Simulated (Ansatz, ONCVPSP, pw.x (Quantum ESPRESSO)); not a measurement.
Equation-of-state test of one ONCV potential (silicon)

ONCVPSP 4.0.1.1 (patched build) input, shortened (lines: element, Z, core and valence counts, functional; n l f; lmax; l rc ep ncon nbas qcut; lloc lpopt rc5 dvloc0; l nproj debl; icmod fcfact rcfact), LDA (Perdew-Wang 92), scalar-relativistic:

```
  Si 14.00    3    2  -001012      upf
    1    0    2.00
    2    0    2.00
    2    1    6.00
    3    0    2.00
    3    1    2.00
    2
    0    1.45    0.00    3    8    4.20
    1    1.45    0.00    3    8    5.30
    2    1.20    0.28    3    8    6.90
    4    3    1.00    3.00
    0    2    3.70
    1    2    3.50
    2    1    3.80
    3    2.75    1.45
```

Crystal test: bcc Si in pw.x 7.5, no spin, 15³ k-points, Fermi–Dirac smearing 0.01 Ry, cutoffs 75/300 Ry. The reference is all-electron LAPW (Ansatz 0.2.0) with the same functional, mesh and smearing; V0 and B0 come from Birch–Murnaghan fits to the pressures at five volumes. Errors are pseudo minus all-electron; Δ is the rms difference of the E(V) curves that follow from these fits, minima aligned, over ±6 % about the mean V0. Mesh and smearing are coarse, so the numbers serve the comparison and aren't converged zero-temperature values; the lattice is a test structure that the element need not adopt.

All-electron: a0 = 3.045 Å (V0 = 14.12 Å³/atom), B0 = 101.1 GPa.

Problem. How far does the potential miss the all-electron equation of state?

Solution. mean pressure error (GPa): -0.69; a0 (Å): 3.038; a0 error (%): -0.23; B0 error (%): +1.3; Δ (meV/atom): 2.1.

```
V (Å³/atom)  P all-electron (GPa)  P pseudo (GPa)
     13.383                  6.06            5.28
     13.735                  2.95            2.22
     14.087                  0.22           -0.46
     14.439                 -2.17           -2.82
     14.791                 -4.26           -4.88
```

Problem. At the middle volume, how do free energy and pressure move when the wave cutoff is lowered (ecutrho kept at four times it)?

Solution.

```json
{"cutoff (Ry)": "34", "shift of F (meV/atom)": "+12.8", "shift of P (GPa)": "-0.10"}
{"cutoff (Ry)": "45", "shift of F (meV/atom)": "+5.3", "shift of P (GPa)": "-0.02"}
{"cutoff (Ry)": "60", "shift of F (meV/atom)": "+0.7", "shift of P (GPa)": "-0.02"}
```

The run at the middle volume (120 k-points, 6 iterations) took about 21 s on one core of a shared host (Neoverse-N1, 64 threads, 124 GiB, load 49).
